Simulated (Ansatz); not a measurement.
Consider the substitution at a C–F bond: `CC(=O)F` + `CC(=O)O` → `CC(=O)OC(C)=O` + H–F.

Program: Ansatz. Geometries: PBE0-D4/def2-TZVP. ΔE: electronic, gas phase. CCSD(T)/CBS is the MP2 limit (def2-TZVPP, def2-QZVPP) plus CCSD(T) − MP2 in def2-TZVPP, frozen cores. This one scheme is used for every species. Functionals use def2-TZVPP. B3LYP here is the variant with VWN-RPA as its local correlation; programs differ in this. Each species was taken in one conformer, which may not be the lowest.

| level | ΔE (kJ/mol) | difference from CCSD(T)/CBS |
| --- | --- | --- |
| BHLYP-D4 | 35.0 | 9.4 |
| PBE-QIDH | 33.5 | 7.9 |
| BLYP | 46.5 | 20.9 |
| B3LYP | 43.7 | 18.1 |
| r2SCAN0 | 39.2 | 13.6 |
| LC-ωPBE | 42.8 | 17.2 |
| RPA@PBE/def2-TZVPP | 28.8 | 3.2 |
| CCSD(T)/def2-SVP | 35.5 | 9.9 |
| CCSD/def2-TZVPP | 30.7 | 5.1 |
| HF/CBS(def2) | 43.6 | 18.0 |
| CCSD(T)/CBS | 25.6 | 0 |

(1) What do rigid-rotor, harmonic-oscillator terms from PBE0-D4/def2-TZVP frequencies (298.15 K, 1 bar) make of the CCSD(T)/CBS value? (Estimate.)

Largest T1 diagnostic among the species: 0.015.

Results:

(1) Computed: ΔZPE = -8.2 kJ/mol, ΔH = +21.5 kJ/mol, ΔS = -28 J/(mol·K), ΔG = +29.9 kJ/mol.

Leaving LDA and LC-ωPBE aside and taking each functional with its dispersion term where it has one, the values, not all of them listed here, spread over 8.8 kJ/mol, from revPBE-D4 to B97M-V. LDA lies −4.6 kJ/mol from PBE without D4. In def2-TZVPP, CCSD(T) changes the Hartree–Fock value by −16.1 kJ/mol (the triples alone add −2.5 kJ/mol) and MP2 by −19.7 kJ/mol.

CCSD(T)/CBS has its own doubt, a few kJ/mol and more with outer-core shells, so smaller differences from it don't rank the levels.
